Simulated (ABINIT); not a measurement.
PbS (Galena) in ABINIT: the effect of dispersion

The system is PbS (Galena).

```xyz
2
Lattice="0.0000 2.9657 2.9657 2.9657 0.0000 2.9657 2.9657 2.9657 0.0000" Properties=species:S:1:pos:R:3 pbc="T T T"
Pb    0.0000    0.0000    0.0000
S     2.9657    2.9657    2.9657
```

Alike in all runs:

```yaml
Program: ABINIT 10.8.3 (patched build)
Task: equation of state
Functional: PBE
Potentials_or_basis: JTH PAW PBE v2.0
Cutoff: 599 eV
k_mesh: 8 × 8 × 8
Occupations: fermi-dirac, width 0.05 eV
Spin: no spin polarisation
```

**Question.** One run gave: V0 of scaled cells 27.16 Å³/atom; B0 52 GPa. Which dispersion did it use?
A. D3(BJ)
B. none
C. D3

**Answer.** B.

| dispersion | V0 of scaled cells (Å³/atom) | B0 (GPa) |
| --- | --- | --- |
| none | 27.16 | 52 |
| D3 | 26.65 | 52 |
| D3(BJ) | 26.14 | 57 |

Caveats: pressures at fixed basis lie under the slope of the energies.
